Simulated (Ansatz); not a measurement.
This is a single-point calculation with Ansatz 0.2.0 on Ga2O3 (C2/m) from a database of computed structures; the level of theory is HSE06. The cell was relaxed with r2SCAN and then strained (epitaxial +2.0 % in the xy plane, free normal strain -1.15 %), with the atoms relaxed again with r2SCAN; k points keep the names of the unstrained zone.

```yaml
crystal:
  lattice:
    - [6.2499615533, -1.549949116, -0.0025833965]
    - [6.2499615533, 1.549949116, -0.0025833965]
    - [-1.4113114636, 0.0, 5.5763762978]
  atoms:
    - { symbol: Ga, position: [0.3414319123, 0.3414319123, 0.6867850506] }
    - { symbol: Ga, position: [0.6585680877, 0.6585680877, 0.3132149494] }
    - { symbol: Ga, position: [0.9129214243, 0.9129214243, 0.2104209876] }
    - { symbol: Ga, position: [0.0870785757, 0.0870785757, 0.7895790124] }
    - { symbol: O, position: [0.5029911043, 0.5029911043, 0.7408294434] }
    - { symbol: O, position: [0.4970088957, 0.4970088957, 0.2591705566] }
    - { symbol: O, position: [0.8254816479, 0.8254816479, 0.4334545514] }
    - { symbol: O, position: [0.1745183521, 0.1745183521, 0.5665454486] }
    - { symbol: O, position: [0.1600909304, 0.1600909304, 0.1082987671] }
    - { symbol: O, position: [0.8399090696, 0.8399090696, 0.8917012329] }
kpoints:
  mp_grid: { grid: [6, 6, 4] }
  band_path:
    path:
      - [0.0, 0.0, 0.0]
      - [-0.266303588, 0.266303588, 0.0]
      - [-0.733696412, -0.266303588, 0.0]
      - [-0.5, -0.5, 0.0]
      - [-0.5, -0.5, 0.5]
      - [-0.7419050365, -0.2580949635, 0.5]
      - [-0.2580949635, 0.2580949635, 0.5]
      - [0.0, 0.0, 0.5]
      - [-0.5, 0.0, 0.5]
      - [-0.052083, 0.052083, 0.0]
    npoints: 1
hamiltonian:
  xc: hse06
scf:
  occupations: { method: fixed }
  n_extra_bands: 6
output:
  forces: true
  stress: true
  eigenvalues: true
```

The output follows, shortened, with numbered blanks.
```
Pseudopotential: Ga, paw, valence charge 13, recommended cutoff 420 eV (normal)
Pseudopotential: O, paw, valence charge 6, recommended cutoff 420 eV (normal)
Functional definition: HSE06
Crystal: 10 atoms, lattice volume = 108.027 Å³
Basis set: ecut = 420 eV, 2111 PW (Γ), FFT grids on a1−a2, a2, a3
Bands: 50, of which v1, the nominal top of the filled ones, is band 44 counted from 1 (43 counted from 0)
Symmetry: 4 space group operations
Space group: C2/m (ITA 12)
k-points: 47 of 144
[warm-up without exact exchange]
SCF 1 stopped early in 2 iterations: F = -18540.078703 eV  dr2 = 2.22e-4
[exact exchange on]
Exchange kernel: α = 0.2500, screened, ω = 0.2079 Å⁻¹, Wigner–Seitz truncation, v(0) = 1045.7134 eV·Å³, q-mesh 6×6×4
SCF 2 stopped early in 7 iterations: F = -18541.363222 eV  dr2 = 6.65e-6
hybrid outer 1: dexx = +5.187e-2 eV, tail = 2.04e-4 eV
SCF 3 converged in 6 iterations: F = -18541.361327 eV  dr2 = 5.63e-10
hybrid outer 2: dexx = +3.313e-6 eV, tail = 7.05e-8 eV, Δε = 3.30e-3 eV, ΔF = 5.30e-3 eV/Å
Free energy (F): -18541.361326 eV
[1]
--- Forces (eV/Å), atoms counted from 1 ---
[2]
--- Stress (GPa, compression-positive) ---
       -5.452743       0.000000       0.121891
        0.000000      -8.230535       0.000000
        0.121891       0.000000       0.166909
  P = ⅓ Tr σ = -4.5055 GPa (-45.055 kbar)
--- Band table (eV; the first three rows and the last of 47) ---
[3]
```

The rows of the band table are 0: (0, 0, 0) = Γ, 1: (0, 0, 1/4), 2: (0, 0, -1/2) = A, 46: (-1/2, -1/2, -1/2) = M₂.

Task: What stood in the gaps? They hold the forces, the Fermi energy and the band table.

Result:
```
[1]
Fermi energy:    6.554441 eV
[2]
  atom   1  Ga    -0.01884      0.00000      0.01380
  atom   2  Ga      0.01884      0.00000    -0.01380
  atom   3  Ga      0.00980      0.00000    -0.00753
  atom   4  Ga    -0.00980      0.00000      0.00753
  atom   5  O       0.04845      0.00000      0.00915
  atom   6  O     -0.04845      0.00000    -0.00915
  atom   7  O       0.00701      0.00000    -0.01315
  atom   8  O     -0.00701      0.00000      0.01315
  atom   9  O     -0.05488      0.00000      0.00095
  atom  10  O       0.05488      0.00000    -0.00095
[3]
  k-point 0: bands = […, 5.5221, 5.8107, 5.8258, 6.0125, 6.2171, 6.5544, 10.4189, 14.0750, 14.6895, 14.9157, …]
  k-point 1: bands = […, 5.2512, 5.6496, 5.8506, 5.9315, 6.0566, 6.2134, 11.3196, 14.1618, 14.6419, 14.9879, …]
  k-point 2: bands = […, 5.0173, 5.0795, 5.8550, 5.8702, 6.0028, 6.1593, 12.7299, 13.0979, 14.8936, 15.4373, …]
  k-point 46: bands = […, 5.6209, 5.7930, 5.8111, 5.8687, 5.9433, 6.4699, 13.3013, 13.4091, 14.3754, 14.7241, …]
```
The trailing digits, and the zero of the energies, depend on the potentials and thresholds.

HSE06 gives a direct gap of 3.86 eV at Γ. The mean pressure at these positions is -4.5 GPa, compression counted positive. (The program warns that its thresholds are loose for a hybrid's stress.) The largest force is 0.05 eV/Å.

Task: What wall time did it need on 1 × NVIDIA H100 80GB HBM3 with 2 threads of AMD EPYC 7R13 Processor (Zen 3) (shared host), load about 1.7 per core, and what peak of host memory did it reach?

Result: About 2 min, with a peak of 5 GiB.

No spin polarisation and no zero-point or thermal motion.

The meshes of the hybrids are coarse, so their gaps aren't converged to the digits shown.
